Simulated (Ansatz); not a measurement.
## MgS (Niningerite) in Ansatz: the effect of functional

The system is MgS (Niningerite).

```xyz
2
Lattice="0.0000 2.5842 2.5842 2.5842 0.0000 2.5842 2.5842 2.5842 0.0000" Properties=species:S:1:pos:R:3 pbc="T T T"
S     2.5842    2.5842    2.5842
Mg    0.0000    0.0000    0.0000
```

The cell isn't the ideal one: volume scaled by 0.98.

Alike in all runs:

```yaml
Program: Ansatz 0.2.0
Task: single point
Potentials_or_basis: Ansatz PAW
k_mesh: 9 × 9 × 9
Occupations: fermi-dirac, width 0.05 eV
Spin: no spin polarisation
```

| functional | cutoff | gap on the mesh (eV) | pressure (GPa) |
| --- | --- | --- | --- |
| LDA | 420 eV (not typed: the program's choice for these potentials) | ? | ? |
| r2SCAN | 500 eV (not typed: the program's choice for these potentials) | 3.64 | 1.7 |
| PBE | 420 eV (not typed: the program's choice for these potentials) | 2.96 | 2.8 |

Problem. What does the run with functional LDA give?

Solution. gap on the mesh 2.73 eV; pressure -1.8 GPa.

Caveats: odd divisions of the mesh miss points on the zone boundary, where band edges often lie, so the gap on the mesh can be too wide; the PAW data sets come from PBE, with cores solved anew for the run's functional, which leaves a small shift of forces and pressure (some runs).

A k mesh can miss the band edges.
